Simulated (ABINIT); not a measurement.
A run of ABINIT 10.8.3 (patched build):

run.abi

```
ndtset 2

pp_dirpath "./"
pseudos "Ta.GGA_PBE-JTH.xml, N.GGA_PBE-JTH.xml"

acell 3*1.0 Angstrom
rprim
     0.0000000000     2.2113230000     2.2113230000
     2.2113230000     0.0000000000     2.2113230000
     2.2113230000     2.2113230000     0.0000000000
ntypat 2
znucl 73 7
natom 2
typat 1 2
xred
     0.5000000000     0.5000000000     0.5000000000
     0.0000000000     0.0000000000     0.0000000000

ecut 816.341587 eV
pawecutdg 52.0

ixc -497498
usekden 1
pawxcdev 0

occopt 3
tsmear 0.05 eV

nstep 100

iomode 3
prtwf 0
prteig 0
prtebands 0
enunit 1
prtden1 1
prtkden1 1

kptopt1 1
ngkpt1 10 10 10
nshiftk1 1
shiftk1 0.0 0.0 0.0
nband1 13
tolvrs1 1.0e-7

iscf2 -2
getden2 1
getkden2 1
nband2 17
nbdbuf2 2
tolwfr2 1.0e-12
kptopt2 -9
ndivsm2 8
prteig2 1
kptbounds2
     0.0000000000     0.0000000000     0.0000000000
     0.5000000000     0.0000000000     0.5000000000
     0.5000000000     0.2500000000     0.7500000000
     0.3750000000     0.3750000000     0.7500000000
     0.0000000000     0.0000000000     0.0000000000
     0.5000000000     0.5000000000     0.5000000000
     0.6250000000     0.2500000000     0.6250000000
     0.5000000000     0.2500000000     0.7500000000
     0.5000000000     0.5000000000     0.5000000000
     0.3750000000     0.3750000000     0.7500000000
```

Potentials or basis: JTH PAW PBE v2.0.

Command:

```console
$ abinit run.abi > log 2>&1
```

Hardware: 1 thread of Arm Neoverse V2 (shared host).

Task: How long does it take, and how much memory?

Result: Wall time 3.8 min on 1 thread of Arm Neoverse V2, on a shared host, peak memory 0.16 GiB. Counts: scf iterations 14, mpi ranks 1, k points 47, bands 13, plane waves 1167.
